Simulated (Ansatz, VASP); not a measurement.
**As in VASP and in Ansatz**

Contents of INCAR:

```
  PREC = Accurate
  ENCUT = 520
  EDIFF = 1E-6
  ISMEAR = -1
  SIGMA = 0.1
  LREAL = F
  LASPH = T
  NELM = 100
  ALGO = Normal
  ISIF = 2
  LWAVE = F
  LCHARG = T
  GGA = CA
  LELF = T
  LVHAR = T
  NBANDS = 18
```

The input KPOINTS:

```
regular mesh
0
Gamma
  14 14 4
```

The input POSCAR:

```
As
1.0
    2.8775604122      0.0000000000      0.0000000000
   -1.4387802061      2.4920404179      0.0000000000
    0.0000000000      0.0000000000      9.7031900707
As
4
Direct
    1.0000000000      1.0000000000      1.0000000000
    1.0000000000      0.0000000000      0.5000000000
    0.3333333333      0.6666666667      0.2500000000
    0.6666666667      0.3333333333      0.7500000000
```

Input for Ansatz:

```yaml
crystal:
  lattice:
    - [2.8775604122, 0.0, 0.0]
    - [-1.4387802061, 2.4920404179, 0.0]
    - [0.0, 0.0, 9.7031900707]
  atoms:
    - { symbol: As, position: [1.0, 1.0, 1.0] }
    - { symbol: As, position: [1.0, 0.0, 0.5] }
    - { symbol: As, position: [0.3333333333, 0.6666666667, 0.25] }
    - { symbol: As, position: [0.6666666667, 0.3333333333, 0.75] }
hamiltonian:
  xc: lda
  pseudopotentials:
    kind: paw
    azcp:
      As: "pseudopotentials/As.paw.azcp"
basis:
  ecutwfc: 420
  fft_grid_basis: typed
kpoints:
  mp_grid: { grid: [14, 14, 4], shift: [0, 0, 0] }
magnetization:
  spin_polarized: false
scf:
  occupations: { method: fermi_dirac, width: 0.1 }
  lower_state_search: "off"
output:
  stress: true
```

Alike in both runs: task single point; functional LDA; k mesh 14 × 14 × 4; occupations fermi-dirac, width 0.1 eV; no spin polarisation.

|  | VASP | Ansatz |
| --- | --- | --- |
| version | VASP 6.6.1 | Ansatz 0.2.0 |
| potentials or method | VASP PAW LDA potentials, release 64 (As) | plane waves (420 eV) with PAW, scalar-relativistic |
| plane-wave cutoff (eV) | 520 | 420 |
| valence electrons in the cell | 20 | 60 |

|  | VASP | Ansatz | Ansatz less VASP |
| --- | --- | --- | --- |
| pressure (GPa) | 4.4 | 4.1 | -0.38 |
| largest component of the traceless stress (GPa) | 0.61 | 0.63 | +0.017 |

The two sets of potentials don't hold the same shells in valence. Ansatz warned: «pseudo_functional_mismatch».
